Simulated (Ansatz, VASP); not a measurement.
WC (Qusongite): VASP beside Ansatz

```
W C
1.0
     3.02276    0.00000    0.00000
    -1.51138    2.61779    0.00000
     0.00000    0.00000    2.83660
W C
1 1
Direct
  0.00000 0.00000 0.00000
  0.66667 0.33333 0.50000
```

Alike in both runs: task single point; functional PBE; k mesh 9 × 9 × 8; occupations fermi-dirac, width 0.05 eV; no spin polarisation.

```csv
,VASP,Ansatz
version,VASP 6.6.1,Ansatz 0.2.0
potentials or method,"VASP PAW PBE potentials, release 64 (W_sv, C)",Ansatz PAW
plane-wave cutoff (eV),520,420
valence electrons in the cell,18,18
```

VASP gave:

| Item | Value |
| --- | --- |
| gap on the k mesh at the Fermi level (eV) | none |
| pressure (GPa) | -19.1 |
| largest component of the traceless stress (GPa) | 13.18 |

Question: Which values does Ansatz return?

Answer: gap on the k mesh at the Fermi level (eV): none; pressure (GPa): -20.0; largest component of the traceless stress (GPa): 12.95.

A gap of «none» marks a metal or a gap that the smearing closes. With one functional, cell and mesh, what is left measures potentials, basis and numerics.

Caveats: so large a pressure means that the cell lies far from this level's equilibrium, or that cutoff or potentials fall short (VASP). Spin-orbit coupling is left out, which matters for the levels of W.
